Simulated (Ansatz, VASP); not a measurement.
## One calculation of AlN, two programs

```xyz
4
Lattice="3.0886 0.0000 -0.4633 -1.5443 2.6748 0.2316 -0.7415 0.0000 4.8116" Properties=species:S:1:pos:R:3 pbc="T T T"
Al    0.0552    1.7796    0.0164
Al    1.2287    0.8953    2.1905
N    -0.3407    1.8390    1.8361
N     0.8328    0.8358    4.0103
```

Change from the starting cell: engineering shear strain xz -0.3000, normal strain along z -0.0267.

Alike in both runs: functional LDA; k mesh 9 × 9 × 6; occupations gaussian, width 0.05 eV; no spin polarisation.

Ansatz relaxed the structure, and its values are those at the end. VASP's run is a single point on that final structure, the one shown.

|  | VASP | Ansatz |
| --- | --- | --- |
| version | VASP 6.6.1 | Ansatz 0.2.0 |
| potentials or method | VASP PAW LDA potentials, release 64 (Al, N) | scalar-relativistic, plane waves, PAW |
| plane-wave cutoff (eV) | 520 | 520 |
| valence electrons in the cell | 16 | 16 |

|  | VASP | Ansatz | Ansatz less VASP |
| --- | --- | --- | --- |
| gap on the k mesh at the Fermi level (eV) | 2.67 | 2.66 | -0.003 |
| least direct gap on the mesh (eV) | 2.67 | 2.66 | -0.003 |
| pressure (GPa) | 8.8 | 8.0 | -0.75 |
| rms of the force components (eV/Å) | 0.021 | 0.002 | -0.0184 |

Ansatz warned: «pseudo_functional_mismatch».

Caveats: an odd mesh through Γ misses points on the zone boundary, where band edges often lie.
